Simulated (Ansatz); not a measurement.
**H: all-electron results**

```
CELL_PARAMETERS angstrom
-0.90518 0.90518 0.90518
0.90518 -0.90518 0.90518
0.90518 0.90518 -0.90518
ATOMIC_POSITIONS crystal
H 0.00000 0.00000 0.00000
```

The cell was built from the bcc type and relaxed in the same program, and has space group Im-3m; it needn't be a known or the stable phase.

These are results of DFT, PBE, all-electron LAPW, scalar-relativistic in Ansatz 0.2.0, not measurements.

The runs use a Γ-centred 20×20×20 k mesh, Fermi–Dirac smearing of 0.05 eV, basis error target 0.5 meV/atom, no spin polarisation.

| Quantity | Value |
| --- | --- |
| Band gap | none: with an odd electron count and no spin polarisation the bands can't all be full, a metal in this set-up (spin order or a larger cell could open a gap) |
| Density of states at the Fermi level (0.2 eV bin) | 0.10 states/eV per cell |
| Volume per atom | 2.97 Å³ |
| Pressure at this cell | -0.09 GPa |
